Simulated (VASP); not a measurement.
Crystal: Ni.

```
Ni
1.0
    -1.39676    1.39676    1.39676
     1.39676   -1.39676    1.39676
     1.39676    1.39676   -1.39676
Ni
1
Direct
  0.00000 0.00000 0.00000
```

This isn't the form of Ni at room conditions, which is fcc.

- Program: VASP 6.6.1
- Task: relaxation of cell and atoms
- Functional: RPBE
- Potentials or basis: VASP PAW PBE potentials, release 64 (Ni)
- Cutoff: 600 eV
- k mesh: 20 × 20 × 20
- Occupations: gaussian, width 0.1 eV
- Spin: collinear spin, ferromagnetic start
- Starting moments: [1.0] μB

At the start: pressure 7.2 GPa; volume 10.90 Å³/atom.

Task: Where does the relaxation end?

Result: Over 3 steps the energy falls by 9.1 meV/atom and the volume is 11.32 Å³/atom (+3.9 %); space group Im-3m (No. 229, to 0.05 Å); moment 0.58 μB per cell.

Step by step:
```tsv
step	energy change (eV)	largest force (eV/Å)	pressure (GPa)	volume (Å³)
1	0.0000	0.0000	7.17	10.90
2	-0.0032	0.0000	-4.98	11.69
3	-0.0091	0.0000	0.01	11.32
```

Final structure:
```cif
data_structure
_symmetry_space_group_name_H-M 'P 1'
_symmetry_Int_Tables_number 1
_cell_length_a 2.4503
_cell_length_b 2.4503
_cell_length_c 2.4503
_cell_angle_alpha 109.471
_cell_angle_beta 109.471
_cell_angle_gamma 109.471
_cell_volume 11.32
loop_
_atom_site_label
_atom_site_type_symbol
_atom_site_fract_x
_atom_site_fract_y
_atom_site_fract_z
_atom_site_occupancy
Ni1 Ni 0.00000 0.00000 0.00000 1
```

Caveat: the PAW data sets were made with another functional, which shifts forces and pressure a little.
